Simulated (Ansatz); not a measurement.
## V under changes of volume

One of the cells (13.891 Å³/atom); the others are scaled copies at fixed shape and fractional positions:

```
V
1.0
    -1.51435    1.51435    1.51435
     1.51435   -1.51435    1.51435
     1.51435    1.51435   -1.51435
V
1
Direct
  0.00000 0.00000 0.00000
```

- Program: Ansatz 0.2.0
- Functional: PBE
- Potentials or basis: Ansatz PAW
- Cutoff: 420 eV (not typed: the program's choice for these potentials)
- k mesh: 12 × 12 × 12
- Occupations: fermi-dirac, width 0.05 eV
- Spin: collinear spin, ferromagnetic start
- Starting moments: [2.0] μB

```csv
volume (Å³/atom),energy over the lowest point (meV/atom),pressure (GPa)
13.058,6.40,5.8
13.336,0.00,1.7
13.613,?,?
13.891,6.74,-5.4
14.169,18.81,-8.4
14.447,36.01,-11.2
14.725,57.82,-13.7
```

What does the run at 13.613 Å³/atom give?

Energy over the lowest point 0.28 meV/atom; pressure -2.0 GPa.

Worked out: A Birch-Murnaghan fit of order 3 (a polynomial in V^(-2/3)) to the other rows has its minimum at 13.46 Å³/atom with B0 = V·E''(V) = 180 GPa and B' = 3.5. It gives 0.30 meV/atom at 13.613 Å³/atom, against the run's 0.28, and -dE/dV = -2.0 GPa, against -2.0.

Energies are extrapolated to zero smearing.

Caveats: the starting moments weren't kept.
